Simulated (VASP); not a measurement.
# BaTiO₃ in VASP 6.6.1, single-point calculation

INCAR

```
ISIF = 2
LREAL = .FALSE.
LCHARG = .FALSE.
LWAVE = .FALSE.
PREC = Medium
ISMEAR = -1
ISPIN = 2
NELM = 92
EDIFF = 1E-7
IVDW = 20
IBRION = -1
ENCUT = 520
LASPH = .TRUE.
MAGMOM = 1 1 -1 1 -1
SIGMA = 0.02
GGA = PE
NSW = 0
NBANDS = 28
```

KPOINTS

```
KPOINTS created by Atomic Simulation Environment
0
Gamma
6 6 6
0 0 0
```

POSCAR

```
Ba Ti O
 1.0000000000000000
     4.0739784508000003    0.0000000000000000    0.0000000000000000
     0.0000000000000000    4.0739784508000003    0.0000000000000000
     0.0000000000000000    0.0000000000000000    4.0739784508000003
 Ba  Ti  O
   1   1   3
Cartesian
  0.0000000000000000  0.0000000000000000  0.0000000000000000
  2.0369892254000002  2.0369892254000002  2.0369892254000002
  2.0369892254000002  2.0369892254000002  0.0000000000000000
  2.0369892254000002  0.0000000000000000  2.0369892254000002
  0.0000000000000000  2.0369892254000002  2.0369892254000002
```

The recommended PBE PAW datasets give the neutral cell 40 valence electrons.

Command

```
mpirun -np 1 vasp_std
```

How does this run end, and what does it give?

It converged. Results: pressure -11.1 GPa; magnetic moment of the cell 0.00 μB.

OSZICAR

```
N       E                     dE             d eps       ncg     rms          rms(c)
DAV:   1     0.435222712043E+03    0.43522E+03   -0.20462E+04  4480   0.152E+03
DAV:   2    -0.155062068293E+01   -0.43677E+03   -0.41629E+03  5060   0.425E+02
DAV:   3    -0.475351355672E+02   -0.45985E+02   -0.45534E+02  6232   0.135E+02
DAV:   4    -0.497741912689E+02   -0.22391E+01   -0.22340E+01  6796   0.258E+01
DAV:   5    -0.498424470038E+02   -0.68256E-01   -0.68241E-01  6020   0.341E+00    0.245E+01
DAV:   6    -0.401694893816E+02    0.96730E+01   -0.58647E+01  6408   0.644E+01    0.101E+01
DAV:   7    -0.401751011340E+02   -0.56118E-02   -0.10873E+01  5904   0.236E+01    0.620E+00
DAV:   8    -0.399834156324E+02    0.19169E+00   -0.60045E-01  5412   0.625E+00    0.363E+00
DAV:   9    -0.400012515069E+02   -0.17836E-01   -0.56184E-01  6308   0.650E+00    0.199E+00
DAV:  10    -0.399620997978E+02    0.39152E-01   -0.22007E-01  5472   0.428E+00    0.586E-01
DAV:  11    -0.399578865319E+02    0.42133E-02   -0.18457E-02  5568   0.878E-01    0.210E-01
DAV:  12    -0.399577773446E+02    0.10919E-03   -0.24147E-03  5632   0.313E-01    0.635E-02
DAV:  13    -0.399577939028E+02   -0.16558E-04   -0.11916E-04  6296   0.739E-02    0.336E-02
DAV:  14    -0.399577965255E+02   -0.26228E-05   -0.38709E-05  5248   0.592E-02    0.175E-02
DAV:  15    -0.399578004985E+02   -0.39730E-05   -0.12867E-05  6328   0.295E-02    0.912E-03
DAV:  16    -0.399578002781E+02    0.22043E-06   -0.36149E-06  6220   0.161E-02    0.491E-03
DAV:  17    -0.399578002643E+02    0.13773E-07   -0.13001E-06  5756   0.758E-03    0.160E-03
DAV:  18    -0.399578001893E+02    0.74984E-07   -0.61281E-08  2976   0.225E-03
   1 F= -.42219490E+02 E0= -.42219490E+02  d E =-.200099E-10  mag=     0.0000
```

Standard output (part)

```
POSCAR found type information on POSCAR BaTiO
 POSCAR found :  3 types and       5 ions
 LDA part: xc-table for (Slater+PW92), standard interpolation
 POSCAR, INCAR and KPOINTS ok, starting setup
 WAVECAR not read
 entering main loop
 augmentation electrons   45.1112901406744
 total        electrons   45.1112901406744
 augmentation electrons -1.989308689795549E-006
 total        electrons -1.989308689795549E-006
 augmentation electrons   4527.10016128677
 total        electrons   4527.10016128677
 augmentation electrons   4526.66523446627
 total        electrons   4526.66523446627
 augmentation electrons   8.86814931287543
 soft         electrons   36.2430905904702
 total        electrons   45.1112399033456
 augmentation electrons  2.663313963831087E-006
 soft         electrons -4.652541026217705E-006
 total        electrons -1.989227062386618E-006
 translations:           2           2           2
```

For comparison, a separate PBE run of the intended cell, on usual settings and not on those above, gives a gap of 1.64 eV on its mesh and a pressure of -4.6 GPa.
